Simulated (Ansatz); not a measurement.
**Fe: one cell, many SCF starts**

How much does the result for Fe depend on the starting moments? The same cell is run from several starts. We look at Fe: its experimental structure (space group Im-3m, primitive cell doubled), with 2 atoms per cell. Source: COD entry 9013475, which need not be the ambient phase.

The COD cell was measured well above room temperature, so it is larger than a cold one.

Method: DFT PBE, PAW, plane waves, scalar-relativistic, in Ansatz 0.2.0.

## (1) The system as given

The structure is cubic, space group Im-3m (No. 229). Conventional cell: a = 2.882 Å, b = 2.882 Å, c = 2.882 Å, α = 90.00°, β = 90.00°, γ = 90.00°. Around Fe (site symmetry m-3m) lie 8 Fe at 2.50 Å.

Structure file:

```
Fe
1.0
    -2.88200    2.88200    2.88200
     1.44100   -1.44100    1.44100
     1.44100    1.44100   -1.44100
Fe
2
Direct
  0.00000 0.00000 0.00000
  0.50000 0.00000 0.00000
```

Labels such as Fe2 number the atoms in the order of the input file.

Planned first: parallel moments, plain SCF; opposed moments +-, plain SCF; no spin polarisation; spin on, no moments given (the program may seed its own), plain SCF. Further starts follow from what these give.

“Plain SCF” means no search for lower states. 

Site moments are integrals over atomic spheres and don't add up to the total.

## (2) Parallel moments, plain SCF

Contents of input.yaml:

```yaml
crystal:
  lattice:
    - [-2.882, 2.882, 2.882]
    - [1.441, -1.441, 1.441]
    - [1.441, 1.441, -1.441]
  atoms:
    - { symbol: Fe, position: [0.0, 0.0, 0.0], spin: 4.0 }
    - { symbol: Fe, position: [0.5, 0.0, 0.0], spin: 4.0 }
magnetization:
  spin_polarized: true
hamiltonian:
  xc: pbe
  pseudopotentials: { kind: paw }
basis:
  ecutwfc: 420
kpoints:
  mp_grid: { grid: [7, 14, 14] }
scf:
  occupations: { method: fermi_dirac, width: 0.05 }
  lower_state_search: "off"
output:
  forces: true
  stress: true
```

The program printed, shortened:

```text
[...]
Pseudopotentials: kind: paw
Pseudopotential: Fe, paw, valence charge 16, recommended cutoff 420 eV (normal), Fe.paw.azcp
Functional definition: PBE
[...]
Crystal: 2 atoms, lattice volume = 23.938 Å³
Basis set: ecut = 420 eV, 459 PW (Γ), exchange–correlation on 72×36×36 points (8 copies of the dense FFT grid, shifted against one another)
Bands: 24, of which v1, the nominal top of the filled ones, is band 16 counted from 1 (15 counted from 0)
Symmetry: 16 space group operations
Space group: Im-3m (ITA 229), of the structure as read, at distance tolerance 2.9e-5 Å
Magnetic group: BNS 229.140 (UNI 1642), of the structure as read, at distance tolerance 2.9e-5 Å
k-points: 228 of 1372
[...]
Starting moments: Σ|m| = 8 μB on 2 of 2 sites
[...]
SCF iter   1: F=—  HF=-8960.339969 eV  |F-HF|=—  |Δ(HF+E_count)|=         —  Δρ=1.11e-1 (↑1.11e-1 ↓7.15e-2)  dr2=3.96e-1  dr2_m=1.77e0  M=5.578 μB ∫|m|=5.718 μB  β_m=0.30  ethr=1.24e-3  ⟨swp⟩=1.0  Hψ=54440  notcnv=0
[...]
spin-set hold released at iteration 1 (the charge has settled, or the pull on large starting moments outlasts its swing): the magnetisation degrees of freedom join the quasi-Newton model from the next iteration; the mixer history was flushed
[...]
SCF iter   9: F=-8960.942979 eV  HF=-8960.942979 eV  |F-HF|=4.45e-9  |Δ(HF+E_count)|=   1.51e-7  Δρ=6.97e-6 (↑4.07e-6 ↓6.97e-6)  dr2=1.34e-9  dr2_m=5.73e-9  M=4.490 μB ∫|m|=4.736 μB  ethr=3.13e-10  ⟨swp⟩=3.9  Hψ=30281  notcnv=0
[...]
SCF converged after 9 iterations
Magnetization: 4.4900 μB (18.2450 up, 13.7550 down)
Absolute magnetization: 4.7366 μB (∫|ρ↑−ρ↓|, with the PAW one-centre terms)
Spin contamination: 0.0820 ħ² per cell (⟨S²⟩ above its minimum at these occupations)
Per-site moments (μB) at R_I (Å): [(2.296891317410815, 1.0295526506540353), (2.296891317410815, 1.0295526506540353)]
Free energy (F): -8960.942979 eV
[...]
E sigma→0 (E₀):  -8960.935153 eV
Entropy (-TS):   -0.015652 eV (-7.826 meV/atom)
Fermi energy:    17.338881 eV
[...]
--- Forces (eV/Å), atoms counted from 1 ---
  atom   1  Fe     0.00000000     0.00000000     0.00000000
  atom   2  Fe    -0.00000000    -0.00000000     0.00000000
[...]
--- Stress (GPa, compression-positive) ---
       -9.250083      -0.000000      -0.000000
       -0.000000      -9.250106      -0.000063
       -0.000000      -0.000063      -9.250106
  P = ⅓ Tr σ = -9.2501 GPa (-92.501 kbar)
```

Wall time 2.5 s (2 threads of an x86-64 CPU, shared host); peak memory 0.5 GiB.

End: ferromagnetic, site moments Fe1 2.30, Fe2 2.30 μB, total 4.49 μB per cell, no gap on the k-mesh.

## (3) Opposed moments +-, plain SCF

Edit input.yaml of step 2 so:

```diff
@@ -7,3 +7,3 @@
     - { symbol: Fe, position: [0.0, 0.0, 0.0], spin: 4.0 }
-    - { symbol: Fe, position: [0.5, 0.0, 0.0], spin: 4.0 }
+    - { symbol: Fe, position: [0.5, 0.0, 0.0], spin: -4.0 }
 magnetization:
```

The program printed, shortened:

```text
[... 11 lines as in an earlier run ...]
Symmetry: 8 space group operations
Space group: Cmmm (ITA 65), of the structure as read, at distance tolerance 2.9e-5 Å
Magnetic group: BNS 65.490 (UNI 588), of the structure as read, at distance tolerance 2.9e-5 Å
[... 5 lines as in an earlier run ...]
Starting moments: Σ|m| = 8 μB on 2 of 2 sites
Starting magnetic order: antiferromagnet; a translation exchanges its spin sublattices: spin-degenerate at every k-point
[... 2 lines as in an earlier run ...]
spin-down is spin-up translated by (0.5, 0, 0): one eigenproblem is solved per k-point and the antiferromagnetic symmetry of the starting moments is kept exactly by this SCF (crystal.symmetry.spin_inversion_symmetry: false solves both channels; [...]
SCF converged after 10 iterations
Magnetization: 0.0000 μB (16.0000 up, 16.0000 down)
Absolute magnetization: 4.3202 μB (∫|ρ↑−ρ↓|, with the PAW one-centre terms)
Spin contamination: 1.8522 ħ² per cell (⟨S²⟩ above its minimum at these occupations)
Per-site moments (μB) at R_I (Å): [(2.0910480325963605, 1.0295526506540353), (-2.0910480325963605, 1.0295526506540353)]
Free energy (F): -8960.509286 eV
[...]
E sigma→0 (E₀):  -8960.495909 eV
Entropy (-TS):   -0.026756 eV (-13.378 meV/atom)
Fermi energy:    17.687018 eV
[...]
--- Forces (eV/Å), atoms counted from 1 ---
  atom   1  Fe    -0.00000000    -0.00000000    -0.00000000
  atom   2  Fe     0.00000000     0.00000000     0.00000000
[...]
--- Stress (GPa, compression-positive) ---
       -4.951698      -0.000000      -0.000000
       -0.000000     -12.319668       6.156738
       -0.000000       6.156738     -12.319668
  P = ⅓ Tr σ = -9.8637 GPa (-98.637 kbar)
```

Run time: 1.7 s. Hardware: 2 threads of an x86-64 CPU, shared host; peak memory 0.49 GiB.

Result: antiferromagnetic (magnetic neighbours of Fe1 with a moment over 0.3 of its own that point the other way: 4 of 8 at 2.50 Å, 4 of 6 at 2.88 Å), site moments Fe1 2.09, Fe2 -2.09 μB, total 0.00 μB per cell, no gap on the k-mesh. Against step 2, the lowest until now, it is 217 meV/atom higher.

## (4) No spin polarisation

Edit input.yaml of step 3 so:

```diff
@@ -6,6 +6,4 @@
   atoms:
-    - { symbol: Fe, position: [0.0, 0.0, 0.0], spin: 4.0 }
-    - { symbol: Fe, position: [0.5, 0.0, 0.0], spin: -4.0 }
-magnetization:
-  spin_polarized: true
+    - { symbol: Fe, position: [0.0, 0.0, 0.0] }
+    - { symbol: Fe, position: [0.5, 0.0, 0.0] }
 hamiltonian:
```

The program printed, shortened:

```text
[... 10 lines as in an earlier run ...]
Bands: 20, of which v1, the nominal top of the filled ones, is band 16 counted from 1 (15 counted from 0)
[... 6 lines as in an earlier run ...]
[...]
[... 2 lines as in an earlier run ...]
SCF iter   1: F=—  HF=-8959.775392 eV  |F-HF|=—  |Δ(HF+E_count)|=         —  Δρ=4.41e-3  dr2=6.38e-4  ethr=1.77e-3  ⟨swp⟩=5.1  Hψ=37277  notcnv=0  defer=82
[...]
SCF iter   6: F=-8959.775942 eV  HF=-8959.775942 eV  |F-HF|=2.06e-9  |Δ(HF+E_count)|=   3.18e-9  Δρ=5.83e-6  dr2=2.27e-9  ethr=7.99e-11  ⟨swp⟩=2.2  Hψ=16023  notcnv=0
[...]
SCF converged after 6 iterations
Free energy (F): -8959.775942 eV
[...]
E sigma→0 (E₀):  -8959.743704 eV
Entropy (-TS):   -0.064475 eV (-32.237 meV/atom)
Fermi energy:    17.460015 eV
[...]
--- Forces (eV/Å), atoms counted from 1 ---
  atom   1  Fe    -0.00000000     0.00000000     0.00000000
  atom   2  Fe     0.00000000     0.00000000     0.00000000
[...]
--- Stress (GPa, compression-positive) ---
      -25.956198      -0.000000      -0.000000
       -0.000000     -25.956029      -0.000016
       -0.000000      -0.000016     -25.956029
  P = ⅓ Tr σ = -25.9561 GPa (-259.561 kbar)
```

It took 1.2 s on 2 threads of an x86-64 CPU, shared host; peak memory 0.45 GiB.

End: non-magnetic (no spin polarisation), no gap on the k-mesh. It lies 584 meV/atom above the lowest state so far (step 2).

## (5) Spin on, no moments given (the program may seed its own), plain SCF

Edit input.yaml of step 4 so:

```diff
@@ -21 +21,3 @@
   stress: true
+magnetization:
+  spin_polarized: true
```

The program printed, shortened:

```text
band count auto-derived: 24 (N_el = 32.0; filled up to band 16; 20 by the electrons, moments and atoms)
[... 20 lines as in an earlier run ...]
SCF iter   1: F=—  HF=-8960.056087 eV  |F-HF|=—  |Δ(HF+E_count)|=         —  Δρ=4.54e-2 (↑4.54e-2 ↓4.54e-2)  dr2=1.13e0  dr2_m=0.00e0  M=0.000 μB ∫|m|=0.000 μB  β_m=0.30  ethr=3.10e-3  ⟨swp⟩=4.6  Hψ=20300  notcnv=0  defer=9
[...]
SCF iter  11: F=-8960.942979 eV  HF=-8960.942979 eV  |F-HF|=1.76e-10  |Δ(HF+E_count)|=   1.68e-8  Δρ=1.13e-6 (↑1.13e-6 ↓9.08e-7)  dr2=3.03e-10  dr2_m=6.09e-11  M=4.490 μB ∫|m|=4.737 μB  ethr=2.00e-10  ⟨swp⟩=1.9  Hψ=31605  notcnv=0
[...]
SCF converged after 11 iterations
an eigenvalue changed by more than its tolerance at an iteration that met the thresholds in force, so the SCF went on 1 time: the last check found none over its tolerance
Magnetization: 4.4901 μB (18.2451 up, 13.7549 down)
Absolute magnetization: 4.7367 μB (∫|ρ↑−ρ↓|, with the PAW one-centre terms)
Spin contamination: 0.0820 ħ² per cell (⟨S²⟩ above its minimum at these occupations)
Per-site moments (μB) at R_I (Å): [(2.2969368267591674, 1.0295526506540353), (2.2969368267591674, 1.0295526506540353)]
Free energy (F): -8960.942979 eV
[...]
E sigma→0 (E₀):  -8960.935152 eV
Entropy (-TS):   -0.015653 eV (-7.827 meV/atom)
Fermi energy:    17.338879 eV
[... 24 lines left out: energy terms, forces, stress ...]
```

Run time: 3.3 s. Hardware: 2 threads of an x86-64 CPU, shared host; peak memory 0.52 GiB.

Nothing new: the 11 iterations lead to the state found in step 2 (ferromagnetic).

## (6) Parallel moments scaled by 0.1, plain SCF

Edit input.yaml of step 5 so:

```diff
@@ -6,4 +6,6 @@
   atoms:
-    - { symbol: Fe, position: [0.0, 0.0, 0.0] }
-    - { symbol: Fe, position: [0.5, 0.0, 0.0] }
+    - { symbol: Fe, position: [0.0, 0.0, 0.0], spin: 0.4 }
+    - { symbol: Fe, position: [0.5, 0.0, 0.0], spin: 0.4 }
+magnetization:
+  spin_polarized: true
 hamiltonian:
@@ -21,3 +23 @@
   stress: true
-magnetization:
-  spin_polarized: true
```

The program printed, shortened:

```text
[... 10 lines as in an earlier run ...]
Bands: 21, of which v1, the nominal top of the filled ones, is band 16 counted from 1 (15 counted from 0)
[... 8 lines as in an earlier run ...]
Starting moments: Σ|m| = 0.8 μB on 2 of 2 sites
[... 2 lines as in an earlier run ...]
SCF iter   1: F=—  HF=-8960.105897 eV  |F-HF|=—  |Δ(HF+E_count)|=         —  Δρ=8.06e-2 (↑1.45e-2 ↓8.06e-2)  dr2=1.08e0  dr2_m=3.16e-1  M=1.339 μB ∫|m|=1.342 μB  β_m=1.00  ethr=3.10e-3  ⟨swp⟩=4.0  Hψ=35298  notcnv=0
[...]
spin-set hold released at iteration 6 (site moments contracting): the magnetisation degrees of freedom join the quasi-Newton model from the next iteration; the mixer history was flushed
[...]
SCF iter  13: F=-8960.942979 eV  HF=-8960.942979 eV  |F-HF|=2.15e-10  |Δ(HF+E_count)|=   9.79e-7  Δρ=1.15e-5 (↑1.15e-5 ↓7.71e-6)  dr2=1.35e-8  dr2_m=1.58e-8  M=4.490 μB ∫|m|=4.736 μB  ethr=3.13e-10  ⟨swp⟩=4.0  Hψ=30248  notcnv=0
[...]
SCF converged after 13 iterations
Magnetization: 4.4900 μB (18.2450 up, 13.7550 down)
Absolute magnetization: 4.7366 μB (∫|ρ↑−ρ↓|, with the PAW one-centre terms)
Spin contamination: 0.0820 ħ² per cell (⟨S²⟩ above its minimum at these occupations)
Per-site moments (μB) at R_I (Å): [(2.296885479723663, 1.0295526506540353), (2.296885479723663, 1.0295526506540353)]
Free energy (F): -8960.942979 eV
[...]
E sigma→0 (E₀):  -8960.935153 eV
Entropy (-TS):   -0.015652 eV (-7.826 meV/atom)
Fermi energy:    17.338808 eV
[... 24 lines left out: energy terms, forces, stress ...]
```

Wall time 3.2 s (2 threads of an x86-64 CPU, shared host); peak memory 0.49 GiB.

The run ends in the same state as step 2 (ferromagnetic); it took 13 iterations.

## (7) Moments +- scaled by 0.4, plain SCF

Edit input.yaml of step 6 so:

```diff
@@ -6,4 +6,4 @@
   atoms:
-    - { symbol: Fe, position: [0.0, 0.0, 0.0], spin: 0.4 }
-    - { symbol: Fe, position: [0.5, 0.0, 0.0], spin: 0.4 }
+    - { symbol: Fe, position: [0.0, 0.0, 0.0], spin: 1.6 }
+    - { symbol: Fe, position: [0.5, 0.0, 0.0], spin: -1.6 }
 magnetization:
```

The program printed, shortened:

```text
[... 10 lines as in an earlier run ...]
Bands: 22, of which v1, the nominal top of the filled ones, is band 16 counted from 1 (15 counted from 0)
[... 8 lines as in an earlier run ...]
Starting moments: Σ|m| = 3.2 μB on 2 of 2 sites
Starting magnetic order: antiferromagnet; a translation exchanges its spin sublattices: spin-degenerate at every k-point
[... 3 lines as in an earlier run ...]
[...]
SCF iter   1: F=—  HF=-8960.402388 eV  |F-HF|=—  |Δ(HF+E_count)|=         —  Δρ=5.23e-2 (↑5.23e-2 ↓5.23e-2)  dr2=9.36e-1  dr2_m=2.36e-1  M=0.000 μB ∫|m|=3.447 μB  β_m=1.00  ethr=2.92e-3  ⟨swp⟩=1.0  Hψ=25523  notcnv=0
[...]
spin-set hold released at iteration 7 (site moments contracting): the magnetisation degrees of freedom join the quasi-Newton model from the next iteration; the mixer history was flushed
[...]
SCF iter  15: F=-8960.509286 eV  HF=-8960.509286 eV  |F-HF|=1.70e-9  |Δ(HF+E_count)|=   9.89e-8  Δρ=4.65e-6 (↑4.65e-6 ↓4.65e-6)  dr2=4.18e-9  dr2_m=3.02e-9  M=0.000 μB ∫|m|=4.320 μB  ethr=2.58e-10  ⟨swp⟩=2.2  Hψ=17337  notcnv=0
[...]
SCF converged after 15 iterations
Magnetization: 0.0000 μB (16.0000 up, 16.0000 down)
Absolute magnetization: 4.3201 μB (∫|ρ↑−ρ↓|, with the PAW one-centre terms)
Spin contamination: 1.8522 ħ² per cell (⟨S²⟩ above its minimum at these occupations)
Per-site moments (μB) at R_I (Å): [(2.091013608620735, 1.0295526506540353), (-2.091013608620735, 1.0295526506540353)]
Free energy (F): -8960.509286 eV
[...]
E sigma→0 (E₀):  -8960.495909 eV
Entropy (-TS):   -0.026755 eV (-13.378 meV/atom)
Fermi energy:    17.686965 eV
[... 24 lines left out: energy terms, forces, stress ...]
```

It took 2.2 s on 2 threads of an x86-64 CPU, shared host; peak memory 0.48 GiB.

The run ends in the same state as step 3 (antiferromagnetic); it took 15 iterations.

## (8) A moment on one site alone, plain SCF

Edit input.yaml of step 7 so:

```diff
@@ -6,4 +6,4 @@
   atoms:
-    - { symbol: Fe, position: [0.0, 0.0, 0.0], spin: 1.6 }
-    - { symbol: Fe, position: [0.5, 0.0, 0.0], spin: -1.6 }
+    - { symbol: Fe, position: [0.0, 0.0, 0.0], spin: 4.0 }
+    - { symbol: Fe, position: [0.5, 0.0, 0.0] }
 magnetization:
```

The program printed, shortened:

```text
[... 13 lines as in an earlier run ...]
Magnetic group: BNS 65.481 (UNI 579), of the structure as read, at distance tolerance 2.9e-5 Å
[... 5 lines as in an earlier run ...]
Starting moments: Σ|m| = 4 μB on 1 of 2 sites
[... 2 lines as in an earlier run ...]
SCF iter   1: F=—  HF=-8960.358775 eV  |F-HF|=—  |Δ(HF+E_count)|=         —  Δρ=9.30e-2 (↑9.30e-2 ↓3.80e-2)  dr2=2.45e0  dr2_m=6.16e-1  M=3.452 μB ∫|m|=3.534 μB  β_m=0.30  ethr=3.10e-3  ⟨swp⟩=4.2  Hψ=36708  notcnv=0
[...]
spin-set hold released at iteration 7 (the charge has settled, or the pull on large starting moments outlasts its swing): the magnetisation degrees of freedom join the quasi-Newton model from the next iteration; the mixer history was flushed
[...]
SCF iter  20: F=-8960.942978 eV  HF=-8960.942979 eV  |F-HF|=8.11e-8  |Δ(HF+E_count)|=   7.17e-8  Δρ=1.36e-5 (↑1.36e-5 ↓9.92e-6)  dr2=8.27e-8  dr2_m=4.95e-9  M=4.490 μB ∫|m|=4.737 μB  ethr=3.13e-10  ⟨swp⟩=2.9  Hψ=35766  notcnv=0
[...]
SCF converged after 20 iterations
Magnetization: 4.4902 μB (18.2451 up, 13.7549 down)
Absolute magnetization: 4.7367 μB (∫|ρ↑−ρ↓|, with the PAW one-centre terms)
Spin contamination: 0.0820 ħ² per cell (⟨S²⟩ above its minimum at these occupations)
Per-site moments (μB) at R_I (Å): [(2.2969717041256326, 1.0295526506540353), (2.2969553065419865, 1.0295526506540353)]
Free energy (F): -8960.942978 eV
[...]
E sigma→0 (E₀):  -8960.935152 eV
Entropy (-TS):   -0.015654 eV (-7.827 meV/atom)
Fermi energy:    17.338709 eV
[... 24 lines left out: energy terms, forces, stress ...]
```

Run time: 4.2 s. Hardware: 2 threads of an x86-64 CPU, shared host; peak memory 0.51 GiB.

Nothing new: the 20 iterations lead to the state found in step 2 (ferromagnetic).

## (9) Comparing the starts

```csv
step,iterations,state,moments of Fe1 Fe2 (μB),total (μB),gap (eV),pressure (GPa),above lowest (meV/atom)
2,9,1,2.30 2.30,4.49,none,-9.3,0.0
3,10,2,2.09 -2.09,0.00,none,-9.9,217
4,6,3,0.00 0.00,0.00,none,-26.0,584
5,11,1,2.30 2.30,4.49,none,-9.2,0.0
6,13,1,2.30 2.30,4.49,none,-9.2,0.0
7,15,2,2.09 -2.09,0.00,none,-9.9,217
8,20,1,2.30 2.30,4.49,none,-9.2,0.0
```

States are numbered from the lowest. Starts by step: 2 parallel moments, plain SCF; 3 opposed moments +-, plain SCF; 4 no spin polarisation; 5 spin on, no moments given (the program may seed its own), plain SCF; 6 parallel moments scaled by 0.1, plain SCF; 7 moments +- scaled by 0.4, plain SCF; 8 a moment on one site alone, plain SCF.

The 7 runs of this session took 18 s in all, from 1.2 s to 4.2 s each.

Decimal logarithm of the largest residual (eV) by iteration, counted through all cycles of a run:

```csv
iteration,step 2,step 3,step 4,step 5,step 6,step 7,step 8
1,0.2,0.4,-3.2,0.1,0.0,0.0,0.4
2,0.0,0.1,-3.7,1.3,-0.2,-0.8,0.5
3,-0.2,0.0,-6.0,-1.3,-0.4,-1.8,0.7
4,-1.9,-1.6,-6.7,-1.5,-0.8,-2.3,0.1
5,-2.5,-2.6,-7.6,-1.0,-1.1,-2.4,0.1
6,-3.1,-3.1,-8.6,-2.6,-1.3,-2.6,0.0
8,-6.4,-5.3,-,-3.4,-0.9,-2.5,-0.2
10,-,-8.0,-,-7.2,-2.9,-1.8,-0.3
11,-,-,-,-9.5,-3.9,-3.9,-0.6
13,-,-,-,-,-7.8,-5.5,-2.3
15,-,-,-,-,-,-8.4,-3.6
17,-,-,-,-,-,-,-5.9
18,-,-,-,-,-,-,-5.8
20,-,-,-,-,-,-,-7.1
```

## (10) Outcome

| quantity | value |
| --- | --- |
| distinct states | 3 from 7 converged runs |
| lowest state from plain starts | ferromagnetic |
| its moments | Fe1 2.30, Fe2 2.30 μB |
| total moment | 4.49 μB per cell |
| gap on the k-mesh | none |
| pressure | -9.2 GPa |
| largest force | 0.000 eV/Å |
| next state | antiferromagnetic, 217 meV/atom higher |
| highest state | non-magnetic (no spin polarisation), 584 meV/atom higher |

What this shows: 7 runs converged, to 3 different states. Switching spin polarisation off costs 584 meV/atom in free energy, smearing entropy included. The best antiferromagnetic state lies 217 meV/atom above the best ferromagnetic one. A lower state than any found can't be excluded.
